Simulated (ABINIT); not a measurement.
A run of ABINIT 10.8.3 (patched build) is set up as follows.

File run.abi:

```
# Pseudopotentials
pp_dirpath "./"
pseudos "Hf.LDA_PW-JTH.xml, O.LDA_PW-JTH.xml"

# Structure
acell 3*1.0 Angstrom
rprim
     5.5563950000     0.0000000000     0.0000000000
     0.0000000000     3.3335970000     0.0000000000
     0.0000000000     0.0000000000     6.5049950000
ntypat 2
znucl 72 8
natom 12
typat 1 1 1 1 2 2 2 2 2 2 2 2
xred
     0.7486820000     0.7500000000     0.6078710000
     0.2513180000     0.2500000000     0.3921290000
     0.2486820000     0.7500000000     0.8921290000
     0.7513180000     0.2500000000     0.1078710000
     0.6394990000     0.2500000000     0.4234000000
     0.3605010000     0.7500000000     0.5766000000
     0.1394990000     0.2500000000     0.0766000000
     0.8605010000     0.7500000000     0.9234000000
     0.5207940000     0.2500000000     0.8414530000
     0.4792060000     0.7500000000     0.1585470000
     0.0207940000     0.2500000000     0.6585470000
     0.9792060000     0.7500000000     0.3414530000
chkprim 0
chksymtnons 0
tolsym 1.0e-6

# Plane-wave basis
ecut 23.0
pawecutdg 45.0
pawovlp -1

# k points
kptopt 1
ngkpt 3 5 2
nshiftk 1
shiftk 0.0 0.0 0.0

# Exchange and correlation
ixc 7

# Bands and occupations
nband 58
occopt 3
tsmear 0.05 eV

# SCF cycle
nstep 100
tolvrs 1.0e-9

# Output
iomode 3
prtwf 0
prtden 0
prteig 0
prtebands 0
enunit 1

# Relaxation
ionmov 2
ntime 60
tolmxf 0.0005
optcell 2
dilatmx 1.08
ecutsm 0.5
```

Potentials or basis: JTH PAW LDA v2.0.

Run with:

```console
$ mpirun --bind-to none -np 4 abinit run.abi > log 2>&1
```

(1) Predict the band gap on the k mesh.

(2) What does it give for the space group after relaxing (to 0.05 Å)?

(3) Predict the relaxed cell.

(4) Estimate the relaxed volume.

Results:

(1) 3.21 eV, direct.

(2) Pnma (No. 62).

(3) a = 5.466 Å, b = 3.243 Å, c = 6.370 Å, α = 90.00°, β = 90.00°, γ = 90.00°.

(4) 9.41 Å³/atom.

Caveat: the k mesh is coarse (spacing up to 0.48 Å⁻¹), so the values aren't converged; spin-orbit coupling is left out, which moves the levels of the heavy elements; an odd mesh through Γ misses points on the zone boundary, where band edges often lie.
